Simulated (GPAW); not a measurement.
# InP (F-43m) in GPAW: a series of runs, part 3 of 3

GPAW 26.7.0. Earlier steps stand in the parts before.

**5. Equation of state, BP86+D4**

run.py

```python
from ase import Atoms
from ase.calculators.mixing import SumCalculator
from ase.eos import EquationOfState
from ase.io import Trajectory
from ase.units import GPa
from dftd4.ase import DFTD4
from gpaw import GPAW, PW, setup_paths

setup_paths.insert(0, '.')

atoms = Atoms(['In', 'P'],
              cell=[[0.0, 2.9305, 2.9305],
                    [2.9305, 0.0, 2.9305],
                    [2.9305, 2.9305, 0.0]],
              scaled_positions=[[0.0, 0.0, 0.0],
                                [0.75, 0.75, 0.75]],
              pbc=True)

traj = Trajectory('eos.traj', 'w')
volumes, energies = [], []
for x in [0.94, 0.96, 0.98, 1.0, 1.02, 1.04, 1.06]:
    a = atoms.copy()
    a.set_cell(atoms.cell * x**(1 / 3), scale_atoms=True)
    calc = GPAW(mode=PW(600),
                xc='GGA_X_B88+GGA_C_P86',
                kpts={'size': (6, 6, 6), 'gamma': True},
                occupations={'name': 'fermi-dirac', 'width': 0.05},
                nbands=18,
                convergence={'density': 1e-05, 'energy': 1e-05},
                maxiter=150,
                txt=f'eos-{x:.2f}.txt')
    a.calc = SumCalculator([calc, DFTD4(method='bp')])
    energies.append(a.get_potential_energy())
    volumes.append(a.get_volume())
    p = -a.get_stress()[:3].mean() / GPa
    calc.write(f'eos-{x:.2f}.gpw')
    traj.write(a)
    print(f'{x:.2f} {volumes[-1]:10.4f} A^3 {energies[-1]:14.6f} eV {p:9.3f} GPa', flush=True)

v0, e0, B = EquationOfState(volumes, energies, eos='birchmurnaghan').fit()
print(f'V0 = {v0:.4f} A^3, E0 = {e0:.6f} eV, B0 = {B / GPa:.2f} GPa')
```

Potentials or basis: PAW data sets generated in the run's folder for this functional, pw.

On the command line:

```
> gpaw-setup -f GGA_X_B88+GGA_C_P86 In P
> OMP_NUM_THREADS=1 python run.py
```

Standard output:

```text
__  _  _
 | _ |_)|_||  |
 |__||  | ||/\| - 26.7.0

Input parameters:
  mode=PW(ecut=600.0),
  convergence={'density': 1e-05, 'energy': 1e-05},
  kpts=MonkhorstPack(size=(6, 6, 6), gamma=True),
  maxiter=150,
  nbands=18,
  occupations=Occupations(name='fermi-dirac', width=0.05),
  xc=XC(name='GGA_X_B88+GGA_C_P86')

Diagonalizing LCAO Hamiltonian
Converting LCAO to pw mode

                    P

       In

Atoms  # Å, Bohr magnetons
|   | symbol |        x |        y |        z |    initial magnetic moments |
|---|--------|----------|----------|----------|-----------------------------|
| 0 |     In | 0.000000 | 0.000000 | 0.000000 | ( 0.0000,  0.0000,  0.0000) |
| 1 |      P | 4.336341 | 4.336341 | 4.336341 | ( 0.0000,  0.0000,  0.0000) |

Unit cell  # Å
| periodic |        x |        y |        z |  lengths |    angles |
|----------|----------|----------|----------|----------|-----------|
|      yes | 0.000000 | 2.890894 | 2.890894 | 4.088341 | 60.000000 |
|      yes | 2.890894 | 0.000000 | 2.890894 | 4.088341 | 60.000000 |
|      yes | 2.890894 | 2.890894 | 0.000000 | 4.088341 | 60.000000 |

Number of symmetries: 24
Symmetry operations  # r_c * U_cc + t_c -> r_c
|    | kind |            matrix            |
|----|------|------------------------------|
|  0 |  E   |  1, 0, 0,  0, 1, 0,  0, 0, 1 |
|  1 |  σ   |  1, 0, 0,  0, 0, 1,  0, 1, 0 |
|  2 |  σ   |  1, 0,-1,  0, 1,-1,  0, 0,-1 |
|  3 |  C3  |  1, 0,-1,  0, 0,-1,  0, 1,-1 |
|  4 |  C3  |  1,-1, 0,  0,-1, 1,  0,-1, 0 |
|  5 |  σ   |  1,-1, 0,  0,-1, 0,  0,-1, 1 |
|  6 |  σ   |  0, 1, 0,  1, 0, 0,  0, 0, 1 |
|  7 |  C3  |  0, 1, 0,  0, 0, 1,  1, 0, 0 |
|  8 |  C2  |  0, 1,-1,  1, 0,-1,  0, 0,-1 |
|  9 |  S4  |  0, 1,-1,  0, 0,-1,  1, 0,-1 |
| 10 |  C3  |  0, 0, 1,  1, 0, 0,  0, 1, 0 |
| 11 |  σ   |  0, 0, 1,  0, 1, 0,  1, 0, 0 |
| 12 |  S4  |  0, 0,-1,  1, 0,-1,  0, 1,-1 |
| 13 |  C3  |  0, 0,-1,  0, 1,-1,  1, 0,-1 |
| 14 |  S4  |  0,-1, 1,  1,-1, 0,  0,-1, 0 |
| 15 |  C2  |  0,-1, 1,  0,-1, 0,  1,-1, 0 |
| 16 |  C3  |  0,-1, 0,  1,-1, 0,  0,-1, 1 |
| 17 |  S4  |  0,-1, 0,  0,-1, 1,  1,-1, 0 |
| 18 |  S4  | -1, 1, 0, -1, 0, 1, -1, 0, 0 |
| 19 |  C3  | -1, 1, 0, -1, 0, 0, -1, 0, 1 |
| 20 |  C3  | -1, 0, 1, -1, 1, 0, -1, 0, 0 |
| 21 |  S4  | -1, 0, 1, -1, 0, 0, -1, 1, 0 |
| 22 |  σ   | -1, 0, 0, -1, 1, 0, -1, 0, 1 |
| 23 |  C2  | -1, 0, 0, -1, 0, 1, -1, 1, 0 |

BZ-sampling:
  Number of BZ points: 216
  Number of IBZ points: 16

  Monkhorst-Pack size: [6, 6, 6]
  Monkhorst-Pack shift: [0.08333333333333333, 0.08333333333333333, 0.08333333333333333]

K-points  # in reciprocal-cell coordinates
[... 62 lines left out ...]
    Using partial waves for In as LCAO basis

  P:
    name:    Phosphorus
    Z:       15.0
    valence: 5
    core:    10
    charge:  0.0  # [|e|]
    compensation charges:
      type: gauss
      rc: 0.30  # [Å]
      lmax: 2
    cutoffs:
      filter: 1.69  # [Å]
      core: 1.81  # [Å]
    projectors
    | kind |    occ | energy [eV] | rcut [Å] |
    |------|--------|-------------|----------|
    |   3s |  2.000 |     -14.072 |    0.953 |
    |   3p |  3.000 |      -5.604 |    0.953 |
    |    s |        |      13.140 |    0.953 |
    |    p |        |      21.607 |    0.953 |
    |    d |        |       0.000 |    0.953 |

    Using partial waves for P as LCAO basis

Reference energy: -169313.307384  # eV

eigensolver:
  PPCG
  Converge bands: occupied
  niter=2

density mixing:
  MSR1-Mixer
  Pratt-step length: 0.05
  Maximum mixing coefficient: 0.75
  Old densities: 10
  SVD Regularization: 0.005
  Good broyden scale: 1.0
  Trust region scale: 1.0
  Backstep threshold: 4.0
  History deletion threshold: 6.0
  Fourier metric: weight=20.0, sigma=0.015

occupation numbers:
  Fermi-Dirac:
    width: 0.0500  # eV

poisson solver:
  ecut: 4800.0  # eV

xc functional:
  name: GGA_X_B88+GGA_C_P86 with 2 nearest neighbor stencil

convergence criteria:
- Maximum integral of absolute [dens]ity change: 1e-05 electrons / valence electron
- Maximum [total energy] change in last 3 cyles: 1e-05 eV / valence electron
- Maximum integral of absolute [eigenst]ate change: 4e-08 eV^2 / valence electron
maximum number of iterations: 150

SCF iterations
|iter     | |      energy | eigst |  dens |
|---------|-|-------------|-------|-------|
|iter:   1| |   -8.629920 | -0.23 |       |
|iter:   2| |   -8.549518 | -2.19 | -1.11 |
|iter:   3| |   -8.243116 | -1.75 | -1.15 |
|iter:   4| |   -8.241827 | -3.20 | -1.75 |
|iter:   5| |   -8.241784 | -3.96 | -2.25 |
|iter:   6| |   -8.241822c| -5.43 | -3.02 |
|iter:   7| |   -8.241827c| -6.41 | -3.58 |
|iter:   8| |   -8.241827c| -8.03c| -4.58 |
|iter:   9| |   -8.241827c| -8.37c| -5.27c|

Converged in 9 steps
Energy contributions relative to reference atoms: (reference = -169313.307384)

Energy contributions:
  Kinetic:          26.571387
  Coulomb:         -23.888066
  Zero:              0.106733
  External:          0.000000
  Xc:              -11.031879
  Entropy:          -0.000003
  Spinorbit:         0.000000
  ----------------------------
  Free energy:      -8.241828
  Extrapolated:     -8.241827

dipole moment: (-16.658759, -16.658759, -16.658759)  # |e|*Ang

Fermi level: 5.749
Eigenvalues  # (at kpt = [0.000, 0.000, 0.000])
| band index |      eig [eV] | occ [0-2] |
|------------|---------------|-----------|
|          0 |        -8.927 |     2.000 |
|          1 |        -8.927 |     2.000 |
|          2 |        -8.927 |     2.000 |
|          3 |        -8.749 |     2.000 |
|          4 |        -8.749 |     2.000 |
|          5 |        -6.535 |     2.000 |
[... 10 lines left out ...]
|         16 |        16.606 |     0.000 |
|         17 |        16.606 |     0.000 |

Gap: 0.848 eV
Transition (v -> c):
  (s=0, k=0, n=8, [0.00, 0.00, 0.00]) -> (s=0, k=0, n=9, [0.00, 0.00, 0.00])
No difference between direct/indirect transitions

Stress tensor  # eV/Ang^3
|         x |         y |         z |
|-----------|-----------|-----------|
| -0.042145 | -0.000000 |  0.000000 |
| -0.000000 | -0.042145 |  0.000000 |
|  0.000000 |  0.000000 | -0.042145 |

# Writing to eos-0.96.gpw (mode='')
```

stdout:

```text
0.94    47.3133 A^3      -9.433495 eV     4.320 GPa
0.96    48.3199 A^3      -9.455158 eV     2.524 GPa
0.98    49.3266 A^3      -9.466161 eV     0.921 GPa
1.00    50.3333 A^3      -9.467619 eV    -0.510 GPa
1.02    51.3399 A^3      -9.460537 eV    -1.787 GPa
1.04    52.3466 A^3      -9.445883 eV    -2.922 GPa
1.06    53.3533 A^3      -9.424481 eV    -3.928 GPa
V0 = 49.9883 A^3, E0 = -9.468116 eV, B0 = 69.84 GPa
```

Run time: 73 s. Hardware: 1 thread of Arm Neoverse V1, shared host; peak memory 0.23 GiB.

Results:

```yaml
Equilibrium_volume: 24.99 Å³/atom
Bulk_modulus: 70 GPa
Pressure_derivative_of_the_bulk_modulus: 4.7
```

Energy against volume, from the lowest point:
| volume (Å³/atom) | energy (meV/atom) |
| --- | --- |
| 23.657 | 17.07 |
| 24.160 | 6.24 |
| 24.663 | 0.73 |
| 25.167 | 0.00 |
| 25.670 | 3.53 |
| 26.173 | 10.84 |
| 26.677 | 21.50 |

**6. Overview**

| task | level | potentials or basis | spin | eigensolver | band path | band points | spin axis theta (degrees) | spin axis phi (degrees) | gap on the mesh (eV) | pressure (GPa) |
| --- | --- | --- | --- | --- | --- | --- | --- | --- | --- | --- |
| band structure | BLYP | PAW data sets generated in the run's folder for this functional, pw | SOC, no magnetisation | davidson | GXWKGLUWLK,UX | 80 | 0 | 0 | 0.56 | 6.4 |
| band structure | LDA | the program's PAW data sets (release 1.2.1) made for this functional, pw | SOC, no magnetisation | - | GXWKGLUWLK,UX | 60 | 54.7 | 45 | 0.44 | -1.5 |
| band structure | PBEint | PAW data sets generated in the run's folder for this functional, pw | SOC, no magnetisation | - | GXWKGLUWLK,UX | 80 | 90 | 0 | 0.66 | 1.2 |
| equation of state | BP86+D4 | PAW data sets generated in the run's folder for this functional, pw | off | - | - | - | - | - | - | - |

Alike in all rows: cell as given; k mesh 6 × 6 × 6; cutoff (eV) 600; smearing fermi-dirac 0.05 eV.

Caveats: spin-orbit coupling was added after a scalar SCF, so levels and gaps hold it while energy, forces, pressure and moments don't (some runs); this program's spin-orbit splittings come out too wide for heavy elements (some runs).

Absolute energies hang on the potentials; compare differences alone.

**7. Comparison with measurements**

Step 2. Against the measured gap of InP, 1.4236 eV (direct; 1.6 K; a printed reference work, data compilation), the calculated 0.56 eV is off by -0.86 eV. The value is that of BLYP, without temperature or zero-point motion. Semilocal functionals fall short of measured gaps as a rule.

Step 3. A measured gap of InP is 1.4236 eV (direct; 1.6 K; a printed reference work, data compilation); the calculated 0.44 eV misses it by -0.98 eV. The value is that of LDA, without temperature or zero-point motion. Semilocal functionals fall short of measured gaps as a rule.

Step 4. Measured gap of InP: 1.4236 eV (direct; 1.6 K; a printed reference work, data compilation). This calculation gives 0.66 eV (-0.77 eV). The value is that of PBEint, without temperature or zero-point motion.

Step 5. A measured bulk modulus of InP is 71 GPa (a printed reference work, data compilation); the calculated 70 GPa misses it by -1.8 %. The fit is for a static lattice scaled at fixed shape and fixed fractional positions.
